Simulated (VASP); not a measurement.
Set up this calculation in VASP 6.6.1, as the native input.

| Quantity | Value |
| --- | --- |
| Task | band structure |
| Functional | r2SCAN |
| Potentials or basis | VASP PAW PBE potentials, release 64 (Pt, S) |
| Cutoff | 520 eV |
| k mesh | 7 × 7 × 4 |
| Occupations | fermi-dirac, width 0.05 eV |
| Spin | spin-orbit coupling, no magnetisation |
| Further INCAR settings | ALGO = Normal; EDIFF = 1e-07; NBANDS = 35 |

The structure of PtS2 lies in POSCAR:

```
PtS2
1.0
    3.5432000000      0.0000000000      0.0000000000
   -1.7716000000      3.0685012107      0.0000000000
    0.0000000000      0.0000000000      5.0388000000
Pt S
1 2
Direct
    0.0000000000      0.0000000000      0.0000000000
    0.6666666667      0.3333333333      0.7730000000
    0.3333333333      0.6666666667      0.2270000000
```

One way to write it, as run:

INCAR

```
SYSTEM = PtS2
ALGO = Normal
EDIFF = 1E-7
ENCUT = 520
GGA_COMPAT = .False.
ISIF = 2
ISMEAR = -1
LASPH = .True.
LCHARG = .False.
LMAXMIX = 4
LMIXTAU = .True.
LORBIT = 11
LREAL = .False.
LSORBIT = .True.
LWAVE = .False.
MAGMOM = 0 0 0 0 0 0 0 0 0
METAGGA = R2SCAN
NBANDS = 35
NELM = 60
PREC = Accurate
SIGMA = 0.05
```

KPOINTS

```
k-points
0
Gamma
  7 7 4
  0 0 0
```

KPOINTS_OPT

```
path GMKGALHA,LM,KH
15
line-mode
reciprocal
 0.0000000000  0.0000000000  0.0000000000  G
 0.5000000000  0.0000000000  0.0000000000  M

 0.5000000000  0.0000000000  0.0000000000  M
 0.3333333333  0.3333333333  0.0000000000  K

 0.3333333333  0.3333333333  0.0000000000  K
 0.0000000000  0.0000000000  0.0000000000  G

 0.0000000000  0.0000000000  0.0000000000  G
 0.0000000000  0.0000000000  0.5000000000  A

 0.0000000000  0.0000000000  0.5000000000  A
 0.5000000000  0.0000000000  0.5000000000  L

 0.5000000000  0.0000000000  0.5000000000  L
 0.3333333333  0.3333333333  0.5000000000  H

 0.3333333333  0.3333333333  0.5000000000  H
 0.0000000000  0.0000000000  0.5000000000  A

 0.5000000000  0.0000000000  0.5000000000  L
 0.5000000000  0.0000000000  0.0000000000  M

 0.3333333333  0.3333333333  0.0000000000  K
 0.3333333333  0.3333333333  0.5000000000  H
```

Potentials or basis: VASP PAW PBE potentials, release 64 (Pt, S).

Run with:

```console
$ cat potpaw_PBE.64/Pt/POTCAR potpaw_PBE.64/S/POTCAR > POTCAR
$ mpirun -np 1 vasp_ncl > vasp.out
```

It gave:

The pressure is 9.4 GPa, the largest force is 1.238 eV/Å and the valence electrons inside the program's atomic spheres are Pt 9.60; S 3.68.

Caveat: the PAW data sets were made with another functional, which shifts forces and pressure a little.

Wall time 18 min on 1 thread of Intel(R) Xeon(R) 6975P-C (Granite Rapids), with other jobs on the host, peak memory 0.44 GiB.
